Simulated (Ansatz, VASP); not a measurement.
Sc: VASP beside Ansatz

```
Sc
1.0
     3.21830    0.00000    0.00000
    -1.60915    2.78713    0.00000
     0.00000    0.00000    5.12875
Sc
2
Direct
  0.33333 0.66667 0.25000
  0.66667 0.33333 0.75000
```

Alike in both runs: task single point; functional PBE; k mesh 10 × 10 × 6; no spin polarisation.

```csv
,VASP,Ansatz
version,VASP 6.6.1,Ansatz 0.2.0
potentials or method,"VASP PAW PBE potentials, release 64 (Sc_sv)","plane waves, PAW"
plane-wave cutoff (eV),520,420
occupations,"methfessel-paxton of order 1, width 0.1 eV",cold
valence electrons in the cell,22,22
```

|  | VASP | Ansatz | Ansatz less VASP |
| --- | --- | --- | --- |
| pressure (GPa) | 4.2 | 4.2 | -0.03 |
| largest component of the traceless stress (GPa) | 1.76 | 1.72 | -0.041 |
